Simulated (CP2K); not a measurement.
# HfO2 (Fm-3m) in CP2K: notebook

The runs below take HfO2 through single point, equation of state, with LDA.

All numbers are computed with CP2K 2026.2; they aren't measurements. Logs are shortened: lines on timing, memory, paths and dates and some standing lists are left out, and cuts for length are marked.

### Step 1. The structure

The structure is cubic, space group Fm-3m (No. 225). Conventional cell: a = 5.115 Å, b = 5.115 Å, c = 5.115 Å, α = 90.00°, β = 90.00°, γ = 90.00°. Hf (site symmetry m-3m) is surrounded by 8 O at 2.21 Å. O (site symmetry -43m) is surrounded by 4 Hf at 2.21 Å.

Measurements of this composition are mostly on another form, of space group No. 14.

### Step 2. Single point, LDA, 11.15 Å³/atom

Contents of hfo2_eos.inp:

```
&GLOBAL
  PROJECT hfo2_eos
  RUN_TYPE ENERGY_FORCE
  PRINT_LEVEL LOW
&END GLOBAL
&FORCE_EVAL
  METHOD QS
  STRESS_TENSOR ANALYTICAL
  &DFT
    BASIS_SET_FILE_NAME BASIS_MOLOPT_UZH
    POTENTIAL_FILE_NAME GTH_POTENTIALS
    &MGRID
      CUTOFF 600
      REL_CUTOFF 60
      NGRIDS 5
    &END MGRID
    &QS
      METHOD GPW
      EPS_DEFAULT 1.0E-10
    &END QS
    &KPOINTS
      SCHEME MONKHORST-PACK 9 9 9
      GAMMA_CENTERED T
      SYMMETRY T
      SYMMETRY_BACKEND SPGLIB
    &END KPOINTS
    &SCF
      SCF_GUESS ATOMIC
      EPS_SCF 1.0E-6
      MAX_SCF 100
      ADDED_MOS 15
      CHOLESKY OFF
      EPS_EIGVAL 1.0E-7
      &DIAGONALIZATION ON
        ALGORITHM STANDARD
      &END DIAGONALIZATION
      &MIXING ON
        METHOD BROYDEN_MIXING
        ALPHA 0.4
        BETA 1.5
        NBUFFER 8
      &END MIXING
      &SMEAR ON
        METHOD FERMI_DIRAC
        ELECTRONIC_TEMPERATURE 1160.45
      &END SMEAR
    &END SCF
    &XC
      &XC_FUNCTIONAL
        &LDA_X
        &END LDA_X
        &LDA_C_PW
        &END LDA_C_PW
      &END XC_FUNCTIONAL
    &END XC
    &PRINT
      &KPOINTS ON
      &END KPOINTS
      &MULLIKEN ON
      &END MULLIKEN
      &MO ON
        ENERGIES T
        OCCUPATION_NUMBERS T
        &EACH
          QS_SCF 0
        &END EACH
        ADD_LAST NUMERIC
      &END MO
    &END PRINT
  &END DFT
  &SUBSYS
    &CELL
      ABC 3.6168511858 3.6168511858 3.6168511858
      ALPHA_BETA_GAMMA 59.9999999994 59.9999999999 59.9999999999
      PERIODIC XYZ
    &END CELL
    &COORD
      SCALED
      Hf  0.0000000000 0.0000000000 0.0000000000
      O   0.7500000000 0.7500000000 0.7500000000
      O   0.2500000000 0.2500000000 0.2500000000
    &END COORD
    &KIND Hf
      BASIS_SET TZVP-MOLOPT-PBE-GTH-q12
      POTENTIAL GTH-PADE-q12
    &END KIND
    &KIND O
      BASIS_SET TZVP-MOLOPT-PBE-GTH-q6
      POTENTIAL GTH-PADE-q6
    &END KIND
    &PRINT
      &ATOMIC_COORDINATES ON
      &END ATOMIC_COORDINATES
      &CELL ON
      &END CELL
    &END PRINT
  &END SUBSYS
  &PRINT
    &FORCES ON
    &END FORCES
    &STRESS_TENSOR ON
    &END STRESS_TENSOR
  &END PRINT
&END FORCE_EVAL
```

Potentials or basis: GTH_POTENTIALS Hf GTH-PADE-q12, O GTH-PADE-q6; TZVP-MOLOPT-PBE-GTH basis.

On the command line:

```
$ OMP_NUM_THREADS=1 cp2k.psmp -i hfo2_eos.inp -o hfo2_eos.out
```

hfo2_eos.out:

```text

 CP2K| version string:                                       CP2K version 2026.2
 CP2K| Input file name                                              hfo2_eos.inp

 GLOBAL| Force Environment number                                              1
 GLOBAL| Basis set file name                                    BASIS_MOLOPT_UZH
 GLOBAL| Potential file name                                      GTH_POTENTIALS
 GLOBAL| MM Potential file name                                     MM_POTENTIAL
 GLOBAL| Coordinate file name                                      __STD_INPUT__
 GLOBAL| Method name                                                        CP2K
 GLOBAL| Project name                                                   hfo2_eos
 GLOBAL| Run type                                                   ENERGY_FORCE
 GLOBAL| FFT library                                                       FFTW3
[... 6 lines left out ...]
 GLOBAL| Total number of message passing processes                             1
 GLOBAL| Number of threads for this process                                    1
 GLOBAL| CPU model name                          AMD EPYC 7R43 64-Core Processor

 CELL| Volume [angstrom^3]:                                            33.456224
 CELL| Vector a [angstrom]:       3.617     0.000     0.000   |a| =     3.616851
 CELL| Vector b [angstrom]:       1.808     3.132     0.000   |b| =     3.616851
 CELL| Vector c [angstrom]:       1.808     1.044     2.953   |c| =     3.616851
 CELL| Angle (b,c), alpha [degree]:                                    60.000000
 CELL| Angle (a,c), beta  [degree]:                                    60.000000
 CELL| Angle (a,b), gamma [degree]:                                    60.000000
 CELL| Numerically orthorhombic:                                              NO
 CELL| Periodicity                                                           XYZ

 CELL_REF| Volume [angstrom^3]:                                        33.456224
 CELL_REF| Vector a [angstrom     3.617     0.000     0.000   |a| =     3.616851
 CELL_REF| Vector b [angstrom     1.808     3.132     0.000   |b| =     3.616851
 CELL_REF| Vector c [angstrom     1.808     1.044     2.953   |c| =     3.616851
 CELL_REF| Angle (b,c), alpha [degree]:                                60.000000
 CELL_REF| Angle (a,c), beta  [degree]:                                60.000000
 CELL_REF| Angle (a,b), gamma [degree]:                                60.000000
 CELL_REF| Numerically orthorhombic:                                          NO
 CELL_REF| Periodicity                                                       XYZ
[... 9 lines left out ...]
 TOTAL NUMBERS AND MAXIMUM NUMBERS

  Total number of            - Atomic kinds:                                   2
                             - Atoms:                                          3
                             - Shell sets:                                     3
                             - Shells:                                        25
                             - Primitive Cartesian functions:                 15
                             - Cartesian basis functions:                     77
                             - Spherical basis functions:                     69

  Maximum angular momentum of- Orbital basis functions:                        3
[... 103 lines left out ...]
     7 Broy./Diag. 0.40E+00    4.0     0.01816775       -82.0525499489  3.04E-02
     8 Broy./Diag. 0.40E+00    4.0     0.01807530       -82.0750091313 -2.25E-02
     9 Broy./Diag. 0.40E+00    4.0     0.00064048       -82.0677412765  7.27E-03
    10 Broy./Diag. 0.40E+00    4.1     0.00200059       -82.0692911158 -1.55E-03
    11 Broy./Diag. 0.40E+00    4.0     0.00009001       -82.0686726946  6.18E-04
    12 Broy./Diag. 0.40E+00    4.0     0.00008846       -82.0686483421  2.44E-05
    13 Broy./Diag. 0.40E+00    4.0     0.00000676       -82.0686227137  2.56E-05
    14 Broy./Diag. 0.40E+00    4.1     0.00000469       -82.0686255909 -2.88E-06
    15 Broy./Diag. 0.40E+00    4.0     0.00000087       -82.0686271860 -1.60E-06

  *** SCF run converged in    15 steps ***

  Electronic density on regular grids:        -23.9999999998        0.0000000002
  Core density on regular grids:               23.9999999982       -0.0000000018
  Total charge density on r-space grids:       -0.0000000016
  Total charge density g-space grids:          -0.0000000016

  Overlap energy of the core charge distribution:               0.00000000112365
  Self energy of the core charge distribution:               -154.56254599820647
  Core Hamiltonian energy:                                     39.78796466997961
  Hartree energy:                                              45.76698473996006
  Exchange-correlation energy:                                -13.06103059885067
  Electronic entropic energy:                                  -0.00000000003815
  Fermi energy:                                                 0.36619328462259

  Total energy:                                               -82.06862718603197
  Total energy (extrapolated to T->0):                        -82.06862718601290

 MO| EIGENVALUES AND OCCUPATION NUMBERS FOR K POINT 1
 MO|
 MO|  Index      Eigenvalue [a.u.]        Eigenvalue [eV]             Occupation
 MO|      1              -1.942639             -52.861883               2.000000
 MO|      2              -0.743484             -20.231220               2.000000
 MO|      3              -0.740127             -20.139870               2.000000
 MO|      4              -0.740126             -20.139866               2.000000
 MO|      5              -0.331066              -9.008765               2.000000
 MO|      6              -0.287914              -7.834540               2.000000
[... 448 lines left out ...]
 MO|     26               1.378660              37.515252               0.000000
 MO|     27               1.398033              38.042423               0.000000
 MO| Sum:                                                              24.000000
 MO| E(Fermi):            0.366193 a.u.          9.964626 eV

 [... the levels of further k-points ...]

 !-----------------------------------------------------------------------------!
                     Mulliken Population Analysis

 #  Atom  Element  Kind  Atomic population                           Net charge
       1     Hf       1         11.203626                              0.796374
       2     O        2          6.398186                             -0.398186
       3     O        2          6.398188                             -0.398188
 # Total charge                             24.000000                  0.000000

 !-----------------------------------------------------------------------------!

 ENERGY| Total FORCE_EVAL ( QS ) energy [hartree]            -82.068627495465705

 FORCES| Atomic forces [hartree/bohr]
 FORCES|   Atom     x               y               z               |f|
 FORCES|      1 -6.05608617E-10  1.59262431E-08  3.16852421E-09   1.62496624E-08
 FORCES|      2  5.79013777E-06  3.44110571E-06  2.56862883E-06   7.20865854E-06
 FORCES|      3 -5.78953320E-06 -3.45703223E-06 -2.57179791E-06   7.21691839E-06
 FORCES| Sum    -1.04004004E-12 -2.82231714E-13 -5.53838626E-13
 FORCES| Total atomic force                                       1.21164155E-12

 STRESS| Analytical stress tensor [bar]
 STRESS|                        x                   y                   z
 STRESS|      x       -3.02222274421E+05  -4.98679981573E+01  -3.55086568289E+01
 STRESS|      y       -4.98679981573E+01  -3.02111509905E+05  -2.01410313191E+01
 STRESS|      z       -3.55086568289E+01  -2.01410313191E+01  -3.02100229838E+05
 STRESS| 1/3 Trace                                            -3.02144671388E+05
 STRESS| Determinant                                          -2.75832081643E+16

 STRESS| Eigenvectors and eigenvalues of the analytical stress tensor [bar]
 STRESS|                        1                   2                   3
 STRESS| Eigenvalues  -3.02252159665E+05  -3.02096971160E+05  -3.02084883338E+05
 STRESS|      x           0.898632479567     -0.437028683835      0.038283105569
 STRESS|      y           0.355437385791      0.674146114594     -0.647449828913
 STRESS|      z           0.257145739705      0.595426692115      0.761145927447
```

Wall time 72 s (1 thread of AMD EPYC 7R43 (Zen 3), shared host); peak memory 0.4 GiB.

What came out:

- Free energy: -2233.2009 eV
- Pressure: -30.2 GPa
- Band gap on the k mesh: 3.73 eV, indirect (least direct gap 4.16 eV)
- Mulliken charges: Hf +0.80; O -0.40 e

Caveat: Mulliken charges move with the basis; spin-orbit coupling is left out, which moves the levels of the heavy elements; an odd mesh through Γ misses points on the zone boundary, where band edges often lie; the basis of atomic orbitals isn't converged, which shifts pressures, moduli and gaps.

### Step 3. Single point, LDA, 10.93 Å³/atom (volume scaled by 0.98)

Edit hfo2_eos.inp of step 2 so:

```diff
@@ -11,2 +11,3 @@
     POTENTIAL_FILE_NAME GTH_POTENTIALS
+    WFN_RESTART_FILE_NAME previous-RESTART.kp
     &MGRID
@@ -27,3 +28,3 @@
     &SCF
-      SCF_GUESS ATOMIC
+      SCF_GUESS RESTART
       EPS_SCF 1.0E-6
@@ -72,4 +73,4 @@
     &CELL
-      ABC 3.6168511858 3.6168511858 3.6168511858
-      ALPHA_BETA_GAMMA 59.9999999994 59.9999999999 59.9999999999
+      ABC 3.5925762854 3.5925762853 3.5925762853
+      ALPHA_BETA_GAMMA 59.9999999998 59.9999999995 59.9999999993
       PERIODIC XYZ
```

Potentials or basis: GTH_POTENTIALS Hf GTH-PADE-q12, O GTH-PADE-q6; TZVP-MOLOPT-PBE-GTH basis.

On the command line:

```
$ OMP_NUM_THREADS=1 cp2k.psmp -i hfo2_eos.inp -o hfo2_eos.out
```

Run time: 60 s. Hardware: 1 thread of AMD EPYC 7R43 (Zen 3), shared host; peak memory 0.4 GiB.

It converged, with:

| Item | Value |
| --- | --- |
| Free energy | -2233.3223 eV |
| Pressure | -27.9 GPa |
| Band gap on the k mesh | 3.78 eV, indirect (least direct gap 4.22 eV) |
| Mulliken charges | Hf +0.78; O -0.39 e |

Caveat: Mulliken charges move with the basis; spin-orbit coupling is left out, which moves the levels of the heavy elements; an odd mesh through Γ misses points on the zone boundary, where band edges often lie; the basis of atomic orbitals isn't converged, which shifts pressures, moduli and gaps.

### Step 4. Single point, LDA, 11.38 Å³/atom (volume scaled by 1.02)

Edit hfo2_eos.inp of step 3 so:

```diff
@@ -73,4 +73,4 @@
     &CELL
-      ABC 3.5925762854 3.5925762853 3.5925762853
-      ALPHA_BETA_GAMMA 59.9999999998 59.9999999995 59.9999999993
+      ABC 3.6408045407 3.6408045408 3.6408045407
+      ALPHA_BETA_GAMMA 59.9999999985 59.9999999995 59.9999999996
       PERIODIC XYZ
```

On the command line:

```
$ OMP_NUM_THREADS=1 cp2k.psmp -i hfo2_eos.inp -o hfo2_eos.out
```

Run time: 64 s. Hardware: 1 thread of AMD EPYC 7R43 (Zen 3), shared host; peak memory 0.4 GiB.

The run converged. Its results:

```
Free energy            : -2233.0700 eV
Pressure               : -32.5 GPa
Band gap on the k mesh : 3.68 eV, indirect (least direct gap 4.10 eV)
Mulliken charges       : Hf +0.81; O -0.41 e
```

Caveat: Mulliken charges move with the basis; spin-orbit coupling is left out, which moves the levels of the heavy elements; an odd mesh through Γ misses points on the zone boundary, where band edges often lie; the basis of atomic orbitals isn't converged, which shifts pressures, moduli and gaps.

### Step 5. Single point, LDA, 10.71 Å³/atom (volume scaled by 0.96)

Edit hfo2_eos.inp of step 4 so:

```diff
@@ -73,4 +73,4 @@
     &CELL
-      ABC 3.6408045407 3.6408045408 3.6408045407
-      ALPHA_BETA_GAMMA 59.9999999985 59.9999999995 59.9999999996
+      ABC 3.5679688262 3.5679688262 3.5679688262
+      ALPHA_BETA_GAMMA 59.9999999987 59.9999999998 60.0000000000
       PERIODIC XYZ
```

On the command line:

```
$ OMP_NUM_THREADS=1 cp2k.psmp -i hfo2_eos.inp -o hfo2_eos.out
```

Wall time 84 s (1 thread of AMD EPYC 7R43 (Zen 3), shared host); peak memory 0.42 GiB.

The run converged. Its results:

```
Free energy            : -2233.4339 eV
Pressure               : -25.5 GPa
Band gap on the k mesh : 3.83 eV, indirect (least direct gap 4.27 eV)
Mulliken charges       : Hf +0.78; O -0.39 e
```

Caveat: Mulliken charges move with the basis; spin-orbit coupling is left out, which moves the levels of the heavy elements; an odd mesh through Γ misses points on the zone boundary, where band edges often lie; the basis of atomic orbitals isn't converged, which shifts pressures, moduli and gaps.

### Step 6. Single point, LDA, 11.60 Å³/atom (volume scaled by 1.04)

Edit hfo2_eos.inp of step 5 so:

```diff
@@ -73,4 +73,4 @@
     &CELL
-      ABC 3.5679688262 3.5679688262 3.5679688262
-      ALPHA_BETA_GAMMA 59.9999999987 59.9999999998 60.0000000000
+      ABC 3.6644467911 3.6644467911 3.6644467911
+      ALPHA_BETA_GAMMA 59.9999999985 59.9999999993 59.9999999993
       PERIODIC XYZ
```

Potentials or basis: GTH_POTENTIALS Hf GTH-PADE-q12, O GTH-PADE-q6; TZVP-MOLOPT-PBE-GTH basis.

On the command line:

```
$ OMP_NUM_THREADS=1 cp2k.psmp -i hfo2_eos.inp -o hfo2_eos.out
```

Wall time 76 s (1 thread of AMD EPYC 7R43 (Zen 3), shared host); peak memory 0.4 GiB.

Results (log left out):

```
Free energy            : -2232.9301 eV
Pressure               : -34.7 GPa
Band gap on the k mesh : 3.64 eV, indirect (least direct gap 4.05 eV)
Mulliken charges       : Hf +0.83; O -0.42 e
```

Caveat: Mulliken charges move with the basis; spin-orbit coupling is left out, which moves the levels of the heavy elements; an odd mesh through Γ misses points on the zone boundary, where band edges often lie; the basis of atomic orbitals isn't converged, which shifts pressures, moduli and gaps.

### Step 7. Single point, LDA, 10.48 Å³/atom (volume scaled by 0.94)

Edit hfo2_eos.inp of step 6 so:

```diff
@@ -73,4 +73,4 @@
     &CELL
-      ABC 3.6644467911 3.6644467911 3.6644467911
-      ALPHA_BETA_GAMMA 59.9999999985 59.9999999993 59.9999999993
+      ABC 3.5430171789 3.5430171789 3.5430171789
+      ALPHA_BETA_GAMMA 59.9999999992 59.9999999990 59.9999999995
       PERIODIC XYZ
```

On the command line:

```
$ OMP_NUM_THREADS=1 cp2k.psmp -i hfo2_eos.inp -o hfo2_eos.out
```

Run time: 97 s. Hardware: 1 thread of AMD EPYC 7R43 (Zen 3), shared host; peak memory 0.42 GiB.

Results (log left out):

```
Free energy            : -2233.5354 eV
Pressure               : -23.1 GPa
Band gap on the k mesh : 3.88 eV, indirect (least direct gap 4.33 eV)
Mulliken charges       : Hf +0.79; O -0.39 e
```

Caveat: Mulliken charges move with the basis; spin-orbit coupling is left out, which moves the levels of the heavy elements; an odd mesh through Γ misses points on the zone boundary, where band edges often lie; the basis of atomic orbitals isn't converged, which shifts pressures, moduli and gaps.

### Step 8. Single point, LDA, 11.82 Å³/atom (volume scaled by 1.06)

Edit hfo2_eos.inp of step 7 so:

```diff
@@ -73,4 +73,4 @@
     &CELL
-      ABC 3.5430171789 3.5430171789 3.5430171789
-      ALPHA_BETA_GAMMA 59.9999999992 59.9999999990 59.9999999995
+      ABC 3.6877878458 3.6877878458 3.6877878458
+      ALPHA_BETA_GAMMA 59.9999999993 60.0000000003 59.9999999998
       PERIODIC XYZ
```

On the command line:

```
$ OMP_NUM_THREADS=1 cp2k.psmp -i hfo2_eos.inp -o hfo2_eos.out
```

Run time: 81 s. Hardware: 1 thread of AMD EPYC 7R43 (Zen 3), shared host; peak memory 0.42 GiB.

It converged, with:

| Item | Value |
| --- | --- |
| Free energy | -2232.7821 eV |
| Pressure | -36.7 GPa |
| Band gap on the k mesh | 3.59 eV, indirect (least direct gap 3.99 eV) |
| Mulliken charges | Hf +0.86; O -0.43 e |

Caveat: Mulliken charges move with the basis; spin-orbit coupling is left out, which moves the levels of the heavy elements; an odd mesh through Γ misses points on the zone boundary, where band edges often lie; the basis of atomic orbitals isn't converged, which shifts pressures, moduli and gaps.

### Step 9. Equation of state, LDA

Potentials or basis: GTH_POTENTIALS Hf GTH-PADE-q12, O GTH-PADE-q6; TZVP-MOLOPT-PBE-GTH basis.

This step only gathers the single runs of the series.

Results:

```
Equilibrium volume : outside the volumes run
```

Energy against volume, from the lowest point:
```
volume (Å³/atom)  energy (meV/atom)
          10.483               0.00
          10.706              33.86
          10.929              71.05
          11.152             111.51
          11.375             155.13
          11.598             201.77
          11.821             251.12
```

Caveat: the basis of atomic orbitals isn't converged, which shifts pressures, moduli and gaps. The run has no spin-orbit coupling, so splittings on Hf are missing.
